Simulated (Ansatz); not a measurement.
# Germanium, omega (AlB2-type) under PBE: from relaxation to bulk modulus

What does PBE give for germanium in the omega (AlB2-type) structure? We relax it, solve it on a dense k-mesh, then scale the cell to 7 volumes from 88 to 112 % of the relaxed one and try a fit of the equation of state. Spin polarisation is left out. The k-meshes are 8×8×11 for the relaxation; 10×10×15 for the dense run; 10×10×15 for the volumes.

Method: DFT PBE, plane waves (420 eV) with PAW, scalar-relativistic, in Ansatz 0.2.0.

## (1) Starting point

Symmetry: P6/mmm, No. 191, hexagonal system. The conventional cell has a = 4.773 Å, b = 4.773 Å, c = 2.926 Å, α = 90.00°, β = 90.00°, γ = 120.00°. Around Ge (site symmetry 6/mmm) lie 14 Ge at 2.93 to 3.12 Å. Ge (site symmetry -6m2) has 11 Ge at 2.76 to 3.12 Å as nearest neighbours.

Structure file:

```
Ge
1.0
     4.77273    0.00000    0.00000
    -2.38636    4.13331    0.00000
     0.00000    0.00000    2.92568
Ge
3
Direct
  0.00000 0.00000 0.00000
  0.33333 0.66667 0.50000
  0.66667 0.33333 0.50000
```

## (2) Relaxing cell and atoms

input.yaml reads:

```yaml
crystal:
  lattice:
    - [4.7727297598, 0.0, 0.0]
    - [-2.3863648799, 4.1333052174, 0.0]
    - [0.0, 0.0, 2.9256833427]
  atoms:
    - { symbol: Ge, position: [0.0, 0.0, 0.0] }
    - { symbol: Ge, position: [0.3333333333, 0.6666666667, 0.5] }
    - { symbol: Ge, position: [0.6666666667, 0.3333333333, 0.5] }
hamiltonian:
  xc: pbe
  pseudopotentials:
    kind: paw
    azcp:
      Ge: "pseudopotentials/Ge.paw.azcp"
basis:
  ecutwfc: 420
  fft_grid_basis: typed
kpoints:
  mp_grid: { grid: [8, 8, 11], shift: [0, 0, 0] }
magnetization:
  spin_polarized: false
scf:
  occupations: { method: fermi_dirac, width: 0.1 }
relax:
  max_steps: 60
  f_tol: 0.01
  cell: {}
```

The log of the run, shortened:

```text
[...]
Pseudopotentials: kind: paw
Pseudopotential: Ge, paw, valence charge 14, recommended cutoff 420 eV (normal), <dir>
Functional definition: PBE
[...]
Crystal: 3 atoms, lattice volume = 57.715 Å³
Basis set: ecut = 420 eV, 1119 PW (Γ), exchange–correlation on 64×64×40 points (8 copies of the dense FFT grid, shifted against one another)
Bands: 26, of which v1, the nominal top of the filled ones, is band 21 counted from 1 (20 counted from 0)
Symmetry: 24 space group operations
Space group: P6/mmm (ITA 191), of the structure as read, at distance tolerance 3.9e-5 Å
k-points: 60 of 704
[...]
SCF iter   1: F=—  HF=-12883.947154 eV  |F-HF|=—  |Δ(HF+E_count)|=         —  Δρ=1.65e-3  dr2=2.30e-3  ethr=1.77e-3  ⟨swp⟩=5.4  Hψ=5732  notcnv=0
[...]
relax step   1: F+E_penalty+E_count = -12883.94602016 eV  Δ(F+E_penalty+E_count) = +0.000e0 eV  max|allowed force component| = 1.295e-16 eV/Å  Δτ_max = 0.0000 Å  P = +1.042 GPa  Ω = 57.715 Å³  (6 SCF iters, dr2 threshold 1.00e-7 eV, accepted)
[...]
relax step   6: F+E_penalty+E_count = -12884.00112883 eV  Δ(F+E_penalty+E_count) = -6.513e-5 eV  max|allowed force component| = 8.789e-17 eV/Å  Δτ_max = 0.0000 Å  P = -0.006 GPa  Ω = 58.145 Å³  energy of the carried Pulay correction = -5.472e-5 eV  (4 SCF iters, dr2 threshold 4.41e-8 eV, accepted)
[...]
relax step   7: F+E_penalty+E_count = -12884.00127367 eV  Δ(F+E_penalty+E_count) = -1.448e-4 eV  max|allowed force component| = 8.789e-17 eV/Å  Δτ_max = 0.0000 Å  P = +0.002 GPa  Ω = 58.145 Å³  stress off target by 4.97e-3 GPa  SCF on the basis re-selected at this cell (its energy is not [...]
SCF converged after 7 iterations
Free energy (F): -12884.001274 eV
[...]
E sigma→0 (E₀):  -12883.979919 eV
Entropy (-TS):   -0.042709 eV (-14.236 meV/atom)
Fermi energy:    10.627310 eV
[...]
--- Forces (eV/Å), atoms counted from 1 ---
  atom   1  Ge     0.00000000    -0.00000000     0.00000000
  atom   2  Ge     0.00000000     0.00000000     0.00000000
  atom   3  Ge    -0.00000000    -0.00000000    -0.00000000
[...]
--- Stress (GPa, compression-positive) ---
        0.004966       0.000000      -0.000000
       -0.000000       0.004966       0.000000
       -0.000000       0.000000      -0.003678
  P = ⅓ Tr σ = 0.0021 GPa (0.021 kbar)
--- Relaxed structure (6 steps of the walk, 6 accepted, 1 SCFs on fresh bases) ---
  F+E_penalty+E_count = -12884.00127367 eV   max|allowed force component| = 8.789e-17 eV/Å   (the final SCF, on the basis selected at the relaxed cell)
  cell:  # Å, volume = 58.1446 Å³
    - [4.908769547883873, 1.250714630407925e-32, -3.012814957559503e-33]
    - [-2.4543847739419364, 4.251119129790888, 7.82335576019134e-33]
    - [-2.9160877404384413e-34, 4.471334535338943e-33, 2.7863357261335904]
  atoms:
    - { symbol: Ge, position: [5.9091507900597435e-34, -5.565561219100598e-35, 0.0] }
    - { symbol: Ge, position: [0.33333333333333326, 0.6666666666666665, 0.5] }
    - { symbol: Ge, position: [0.6666666666666666, 0.33333333333333326, 0.5] }
```

It took 38 s on 1 thread of an x86-64 CPU, shared host; peak memory 0.57 GiB.

Step by step:

| step | energy change (meV/atom) | largest force (eV/Å) | pressure (GPa) | volume (Å³/atom) |
| --- | --- | --- | --- | --- |
| 1 | 0.00 | 0.0000 | 1.04 | 19.238 |
| 2 | -12.88 | 0.0000 | -0.36 | 19.563 |
| 3 | -13.25 | 0.0000 | 1.22 | 19.036 |
| 4 | -17.77 | 0.0000 | -0.21 | 19.460 |
| 5 | -18.35 | 0.0000 | -0.05 | 19.394 |
| 6 | -18.37 | 0.0000 | -0.01 | 19.382 |
| 7 | -18.42 | 0.0000 | 0.00 | 19.382 |

Steps that repeat a cell are solved on a basis chosen anew, so their changes of energy are no gain of the relaxation.

The cell of the run, before and after:

|  | before | after | change |
| --- | --- | --- | --- |
| a (Å) | 4.773 | 4.909 | +2.9 % |
| b (Å) | 4.773 | 4.909 | +2.9 % |
| c (Å) | 2.926 | 2.786 | -4.8 % |
| volume (Å³/atom) | 19.238 | 19.382 | +0.7 % |
| shortest distance (Å) | 2.756 | 2.786 | +1.1 % |
| space group (spins left aside) | P6/mmm | P6/mmm | same |

## (3) Dense single point

input.yaml reads:

```yaml
crystal:
  lattice:
    - [4.9087695479, 0.0, 0.0]
    - [-2.4543847739, 4.2511191298, 0.0]
    - [0.0, 0.0, 2.7863357261]
  atoms:
    - { symbol: Ge, position: [0.0, 1.0, 0.0] }
    - { symbol: Ge, position: [0.3333333333, 0.6666666667, 0.5] }
    - { symbol: Ge, position: [0.6666666667, 0.3333333333, 0.5] }
hamiltonian:
  xc: pbe
  pseudopotentials:
    kind: paw
    azcp:
      Ge: "pseudopotentials/Ge.paw.azcp"
basis:
  ecutwfc: 420
  fft_grid_basis: typed
kpoints:
  mp_grid: { grid: [10, 10, 15], shift: [0, 0, 0] }
magnetization:
  spin_polarized: false
scf:
  occupations: { method: fermi_dirac, width: 0.1 }
```

The log of the run, shortened:

```text
[...]
[... 3 set-up lines as earlier in the session ...]
[...]
Crystal: 3 atoms, lattice volume = 58.145 Å³
Basis set: ecut = 420 eV, 1155 PW (Γ)
Bands: 25, of which v1, the nominal top of the filled ones, is band 21 counted from 1 (20 counted from 0)
[... 2 set-up lines as earlier in the session ...]
k-points: 112 of 1500
[...]
SCF iter   1: F=—  HF=-12883.982846 eV  |F-HF|=—  |Δ(HF+E_count)|=         —  Δρ=1.29e-3  dr2=1.64e-3  ethr=1.77e-3  ⟨swp⟩=5.5  Hψ=23028  notcnv=0  defer=61
[...]
SCF iter   6: F=-12883.981932 eV  HF=-12883.981933 eV  |F-HF|=5.94e-8  |Δ(HF+E_count)|=   5.39e-7  Δρ=1.00e-5  dr2=6.34e-8  ethr=2.38e-10  ⟨swp⟩=1.4  Hψ=9058  notcnv=0
[...]
SCF converged after 6 iterations
Free energy (F): -12883.981932 eV
[...]
E sigma→0 (E₀):  -12883.957269 eV
Entropy (-TS):   -0.049327 eV (-16.442 meV/atom)
Fermi energy:    10.688611 eV
[...]
```

Wall time 12 s (1 thread of an x86-64 CPU, shared host); peak memory 0.58 GiB.

## (4) The cell scaled to 88 % of its volume

input.yaml: that of step 3 with these lines changed.

```diff
@@ -2,5 +2,5 @@
   lattice:
-    - [4.9087695479, 0.0, 0.0]
-    - [-2.4543847739, 4.2511191298, 0.0]
-    - [0.0, 0.0, 2.7863357261]
+    - [4.7039951771, 0.0, 0.0]
+    - [-2.3519975885, 4.0737793226, 0.0]
+    - [0.0, 0.0, 2.6701008653]
   atoms:
@@ -24 +24,3 @@
   occupations: { method: fermi_dirac, width: 0.1 }
+output:
+  stress: true
```

The log of the run, shortened:

```text
[...]
[... 3 set-up lines as earlier in the session ...]
[...]
Crystal: 3 atoms, lattice volume = 51.167 Å³
Basis set: ecut = 420 eV, 1023 PW (Γ)
Bands: 25, of which v1, the nominal top of the filled ones, is band 21 counted from 1 (20 counted from 0)
[... 1 set-up line as earlier in the session ...]
Space group: P6/mmm (ITA 191), of the structure as read, at distance tolerance 3.7e-5 Å
k-points: 112 of 1500
[...]
SCF iter   1: F=—  HF=-12883.762610 eV  |F-HF|=—  |Δ(HF+E_count)|=         —  Δρ=1.47e-3  dr2=9.23e-4  ethr=1.77e-3  ⟨swp⟩=5.3  Hψ=10316  notcnv=0
[...]
SCF iter   7: F=-12883.762397 eV  HF=-12883.762397 eV  |F-HF|=1.15e-8  |Δ(HF+E_count)|=   9.87e-8  Δρ=4.12e-6  dr2=3.73e-9  ethr=2.38e-10  ⟨swp⟩=4.0  Hψ=10359  notcnv=0
[...]
SCF converged after 7 iterations
Free energy (F): -12883.762397 eV
[...]
E sigma→0 (E₀):  -12883.738980 eV
Entropy (-TS):   -0.046835 eV (-15.612 meV/atom)
Fermi energy:    12.696947 eV
[...]
--- Stress (GPa, compression-positive) ---
       10.824796       0.000000       0.000000
        0.000000      10.824796       0.000000
        0.000000       0.000000      11.593762
  P = ⅓ Tr σ = 11.0811 GPa (110.811 kbar)
```

Wall time 11 s (1 thread of an x86-64 CPU, shared host); peak memory 0.57 GiB.

## (5) The cell scaled to 92 % of its volume

input.yaml: that of step 4 with these lines changed.

```diff
@@ -2,5 +2,5 @@
   lattice:
-    - [4.7039951771, 0.0, 0.0]
-    - [-2.3519975885, 4.0737793226, 0.0]
-    - [0.0, 0.0, 2.6701008653]
+    - [4.7742144128, 0.0, 0.0]
+    - [-2.3871072064, 4.1345909646, 0.0]
+    - [0.0, 0.0, 2.7099589933]
   atoms:
```

The log of the run, shortened:

```text
[...]
[... 3 set-up lines as earlier in the session ...]
[...]
Crystal: 3 atoms, lattice volume = 53.493 Å³
Basis set: ecut = 420 eV, 1023 PW (Γ)
Bands: 25, of which v1, the nominal top of the filled ones, is band 21 counted from 1 (20 counted from 0)
[... 1 set-up line as earlier in the session ...]
Space group: P6/mmm (ITA 191), of the structure as read, at distance tolerance 3.8e-5 Å
k-points: 112 of 1500
[...]
SCF iter   1: F=—  HF=-12883.890374 eV  |F-HF|=—  |Δ(HF+E_count)|=         —  Δρ=1.33e-3  dr2=1.16e-3  ethr=1.77e-3  ⟨swp⟩=5.4  Hψ=10384  notcnv=0
[...]
SCF iter   6: F=-12883.889689 eV  HF=-12883.889689 eV  |F-HF|=2.95e-10  |Δ(HF+E_count)|=   7.72e-8  Δρ=2.55e-6  dr2=1.63e-9  ethr=1.33e-10  ⟨swp⟩=2.0  Hψ=8966  notcnv=0
[...]
SCF converged after 6 iterations
Free energy (F): -12883.889689 eV
[...]
E sigma→0 (E₀):  -12883.865827 eV
Entropy (-TS):   -0.047725 eV (-15.908 meV/atom)
Fermi energy:    11.970385 eV
[...]
--- Stress (GPa, compression-positive) ---
        6.452989      -0.000000       0.000000
        0.000000       6.452989       0.000000
        0.000000       0.000000       6.968483
  P = ⅓ Tr σ = 6.6248 GPa (66.248 kbar)
```

Wall time 8.1 s (1 thread of an x86-64 CPU, shared host); peak memory 0.57 GiB.

## (6) The cell scaled to 96 % of its volume

input.yaml: that of step 5 with these lines changed.

```diff
@@ -2,5 +2,5 @@
   lattice:
-    - [4.7742144128, 0.0, 0.0]
-    - [-2.3871072064, 4.1345909646, 0.0]
-    - [0.0, 0.0, 2.7099589933]
+    - [4.8424266916, 0.0, 0.0]
+    - [-2.4212133458, 4.1936645309, 0.0]
+    - [0.0, 0.0, 2.7486779244]
   atoms:
```

The log of the run, shortened:

```text
[...]
[... 3 set-up lines as earlier in the session ...]
[...]
Crystal: 3 atoms, lattice volume = 55.819 Å³
Basis set: ecut = 420 eV, 1107 PW (Γ)
Bands: 25, of which v1, the nominal top of the filled ones, is band 21 counted from 1 (20 counted from 0)
[... 2 set-up lines as earlier in the session ...]
k-points: 112 of 1500
[...]
SCF iter   1: F=—  HF=-12883.959831 eV  |F-HF|=—  |Δ(HF+E_count)|=         —  Δρ=1.30e-3  dr2=1.41e-3  ethr=1.77e-3  ⟨swp⟩=5.5  Hψ=22950  notcnv=0  defer=50
[...]
SCF iter   6: F=-12883.959022 eV  HF=-12883.959023 eV  |F-HF|=5.46e-8  |Δ(HF+E_count)|=   6.38e-8  Δρ=6.60e-6  dr2=2.23e-8  ethr=2.38e-10  ⟨swp⟩=4.0  Hψ=10702  notcnv=0
[...]
SCF converged after 6 iterations
Free energy (F): -12883.959022 eV
[...]
E sigma→0 (E₀):  -12883.934732 eV
Entropy (-TS):   -0.048582 eV (-16.194 meV/atom)
Fermi energy:    11.303706 eV
[...]
--- Stress (GPa, compression-positive) ---
        2.938210       0.000000       0.000000
        0.000000       2.938210       0.000000
        0.000000       0.000000       3.304502
  P = ⅓ Tr σ = 3.0603 GPa (30.603 kbar)
```

Wall time 11 s (1 thread of an x86-64 CPU, shared host); peak memory 0.6 GiB.

## (7) The cell scaled to 100 % of its volume

input.yaml: that of step 6 with these lines changed.

```diff
@@ -2,5 +2,5 @@
   lattice:
-    - [4.8424266916, 0.0, 0.0]
-    - [-2.4212133458, 4.1936645309, 0.0]
-    - [0.0, 0.0, 2.7486779244]
+    - [4.9087695479, 0.0, 0.0]
+    - [-2.4543847739, 4.2511191298, 0.0]
+    - [0.0, 0.0, 2.7863357261]
   atoms:
```

The log of the run, shortened:

```text
[...]
[... 3 set-up lines as earlier in the session ...]
[...]
Crystal: 3 atoms, lattice volume = 58.145 Å³
Basis set: ecut = 420 eV, 1155 PW (Γ)
Bands: 25, of which v1, the nominal top of the filled ones, is band 21 counted from 1 (20 counted from 0)
[... 2 set-up lines as earlier in the session ...]
k-points: 112 of 1500
[...]
SCF iter   1: F=—  HF=-12883.982846 eV  |F-HF|=—  |Δ(HF+E_count)|=         —  Δρ=1.29e-3  dr2=1.64e-3  ethr=1.77e-3  ⟨swp⟩=5.5  Hψ=23028  notcnv=0  defer=61
[...]
SCF iter   6: F=-12883.981932 eV  HF=-12883.981933 eV  |F-HF|=5.93e-8  |Δ(HF+E_count)|=   5.39e-7  Δρ=1.01e-5  dr2=6.32e-8  ethr=2.38e-10  ⟨swp⟩=3.0  Hψ=11897  notcnv=0
[...]
SCF converged after 6 iterations
Free energy (F): -12883.981932 eV
[...]
E sigma→0 (E₀):  -12883.957269 eV
Entropy (-TS):   -0.049327 eV (-16.442 meV/atom)
Fermi energy:    10.688611 eV
[...]
--- Stress (GPa, compression-positive) ---
        0.113294       0.000000       0.000000
       -0.000000       0.113294       0.000000
        0.000000       0.000000       0.379490
  P = ⅓ Tr σ = 0.2020 GPa (2.020 kbar)
```

It took 15 s on 1 thread of an x86-64 CPU, shared host; peak memory 0.6 GiB.

## (8) The cell scaled to 104 % of its volume

input.yaml: that of step 7 with these lines changed.

```diff
@@ -2,5 +2,5 @@
   lattice:
-    - [4.9087695479, 0.0, 0.0]
-    - [-2.4543847739, 4.2511191298, 0.0]
-    - [0.0, 0.0, 2.7863357261]
+    - [4.9733660286, 0.0, 0.0]
+    - [-2.4866830143, 4.3070613231, 0.0]
+    - [0.0, 0.0, 2.8230022431]
   atoms:
```

The log of the run, shortened:

```text
[...]
[... 3 set-up lines as earlier in the session ...]
[...]
Crystal: 3 atoms, lattice volume = 60.470 Å³
Basis set: ecut = 420 eV, 1191 PW (Γ)
Bands: 25, of which v1, the nominal top of the filled ones, is band 21 counted from 1 (20 counted from 0)
[... 2 set-up lines as earlier in the session ...]
k-points: 112 of 1500
[...]
SCF iter   1: F=—  HF=-12883.968507 eV  |F-HF|=—  |Δ(HF+E_count)|=         —  Δρ=1.27e-3  dr2=1.82e-3  ethr=1.77e-3  ⟨swp⟩=5.6  Hψ=23020  notcnv=0  defer=51
[...]
SCF iter   7: F=-12883.967560 eV  HF=-12883.967560 eV  |F-HF|=1.01e-8  |Δ(HF+E_count)|=   4.82e-8  Δρ=3.62e-6  dr2=3.90e-9  ethr=2.19e-10  ⟨swp⟩=4.0  Hψ=9120  notcnv=0
[...]
SCF converged after 7 iterations
Free energy (F): -12883.967560 eV
[...]
E sigma→0 (E₀):  -12883.942654 eV
Entropy (-TS):   -0.049814 eV (-16.605 meV/atom)
Fermi energy:    10.118639 eV
[...]
--- Stress (GPa, compression-positive) ---
       -2.160910       0.000000       0.000000
        0.000000      -2.160910       0.000000
        0.000000       0.000000      -1.977690
  P = ⅓ Tr σ = -2.0998 GPa (-20.998 kbar)
```

Wall time 16 s (1 thread of an x86-64 CPU, shared host); peak memory 0.6 GiB.

## (9) The cell scaled to 108 % of its volume

input.yaml: that of step 8 with these lines changed.

```diff
@@ -2,5 +2,5 @@
   lattice:
-    - [4.9733660286, 0.0, 0.0]
-    - [-2.4866830143, 4.3070613231, 0.0]
-    - [0.0, 0.0, 2.8230022431]
+    - [5.0363267128, 0.0, 0.0]
+    - [-2.5181633564, 4.361586875, 0.0]
+    - [0.0, 0.0, 2.8587402426]
   atoms:
```

The log of the run, shortened:

```text
[...]
[... 3 set-up lines as earlier in the session ...]
[...]
Crystal: 3 atoms, lattice volume = 62.796 Å³
Basis set: ecut = 420 eV, 1251 PW (Γ)
Bands: 25, of which v1, the nominal top of the filled ones, is band 21 counted from 1 (20 counted from 0)
[... 1 set-up line as earlier in the session ...]
Space group: P6/mmm (ITA 191), of the structure as read, at distance tolerance 4.0e-5 Å
k-points: 112 of 1500
[...]
SCF iter   1: F=—  HF=-12883.923996 eV  |F-HF|=—  |Δ(HF+E_count)|=         —  Δρ=1.23e-3  dr2=1.87e-3  ethr=1.77e-3  ⟨swp⟩=5.6  Hψ=22946  notcnv=0  defer=50
[...]
SCF iter   7: F=-12883.923084 eV  HF=-12883.923084 eV  |F-HF|=1.63e-8  |Δ(HF+E_count)|=   1.61e-7  Δρ=3.34e-6  dr2=5.29e-9  ethr=2.38e-10  ⟨swp⟩=4.0  Hψ=10402  notcnv=0
[...]
SCF converged after 7 iterations
Free energy (F): -12883.923084 eV
[...]
E sigma→0 (E₀):  -12883.898042 eV
Entropy (-TS):   -0.050085 eV (-16.695 meV/atom)
Fermi energy:    9.589275 eV
[...]
--- Stress (GPa, compression-positive) ---
       -3.999100       0.000000       0.000000
       -0.000000      -3.999100       0.000000
        0.000000       0.000000      -3.889033
  P = ⅓ Tr σ = -3.9624 GPa (-39.624 kbar)
```

It took 16 s on 1 thread of an x86-64 CPU, shared host; peak memory 0.6 GiB.

## (10) The cell scaled to 112 % of its volume

input.yaml: that of step 9 with these lines changed.

```diff
@@ -2,5 +2,5 @@
   lattice:
-    - [5.0363267128, 0.0, 0.0]
-    - [-2.5181633564, 4.361586875, 0.0]
-    - [0.0, 0.0, 2.8587402426]
+    - [5.0977513849, 0.0, 0.0]
+    - [-2.5488756925, 4.4147822015, 0.0]
+    - [0.0, 0.0, 2.8936063647]
   atoms:
```

The log of the run, shortened:

```text
[...]
[... 3 set-up lines as earlier in the session ...]
[...]
Crystal: 3 atoms, lattice volume = 65.122 Å³
Basis set: ecut = 420 eV, 1287 PW (Γ)
Bands: 25, of which v1, the nominal top of the filled ones, is band 21 counted from 1 (20 counted from 0)
[... 2 set-up lines as earlier in the session ...]
k-points: 112 of 1500
[...]
SCF iter   1: F=—  HF=-12883.855025 eV  |F-HF|=—  |Δ(HF+E_count)|=         —  Δρ=1.18e-3  dr2=1.78e-3  ethr=1.77e-3  ⟨swp⟩=5.6  Hψ=23023  notcnv=0  defer=49
[...]
SCF iter   7: F=-12883.854218 eV  HF=-12883.854218 eV  |F-HF|=1.66e-8  |Δ(HF+E_count)|=   3.05e-7  Δρ=5.57e-6  dr2=1.14e-8  ethr=2.38e-10  ⟨swp⟩=4.0  Hψ=10621  notcnv=0
[...]
SCF converged after 7 iterations
Free energy (F): -12883.854218 eV
[...]
E sigma→0 (E₀):  -12883.829045 eV
Entropy (-TS):   -0.050347 eV (-16.782 meV/atom)
Fermi energy:    9.097017 eV
[...]
--- Stress (GPa, compression-positive) ---
       -5.488419       0.000000       0.000000
        0.000000      -5.488419       0.000000
        0.000000       0.000000      -5.438874
  P = ⅓ Tr σ = -5.4719 GPa (-54.719 kbar)
```

Wall time 15 s (1 thread of an x86-64 CPU, shared host); peak memory 0.61 GiB.

## (11) The equation of state

The cell was scaled evenly, with its shape and the fractional positions fixed.

| V (Å³/atom) | E − E₀ (meV/atom) | P from the stress (GPa) | P from the fit (GPa) |
| --- | --- | --- | --- |
| 17.056 | 72.8 | 11.08 | 11.04 |
| 17.831 | 30.5 | 6.62 | 6.59 |
| 18.606 | 7.6 | 3.06 | 3.04 |
| 19.382 | 0.1 | 0.20 | 0.18 |
| 20.157 | 4.9 | -2.10 | -2.12 |
| 20.932 | 19.8 | -3.96 | -3.97 |
| 21.707 | 42.8 | -5.47 | -5.46 |

Fit (Birch-Murnaghan, third order): V₀ = 19.437 Å³/atom, B₀ = 63 GPa, B₀′ = 4.4, largest residual 0.03 meV/atom.

## (12) Results

```
                      quantity                                   value
space group (spins left aside)                        P6/mmm (No. 191)
             conventional cell  a = 4.909 Å, c = 2.786 Å (c/a = 0.568)
                        volume                          19.382 Å³/atom
             shortest distance                                 2.786 Å
               gap on the mesh            none (levels filled in part)
           relative to diamond                           +328 meV/atom
                   V₀, B₀, B₀′             19.437 Å³/atom, 63 GPa, 4.4
```

In words: From the guessed start the volume grew by 0.7 % in 7 steps. It lies 328 meV/atom above the element's reference form at the same level (diamond, from a run of its own), so it is far from stable. Levels at the Fermi energy are filled in part, as in a metal. The fitted modulus is 63 GPa; letting shape and positions relax at each volume could only lower it. Relaxation kept the symmetry; phonons were not checked.
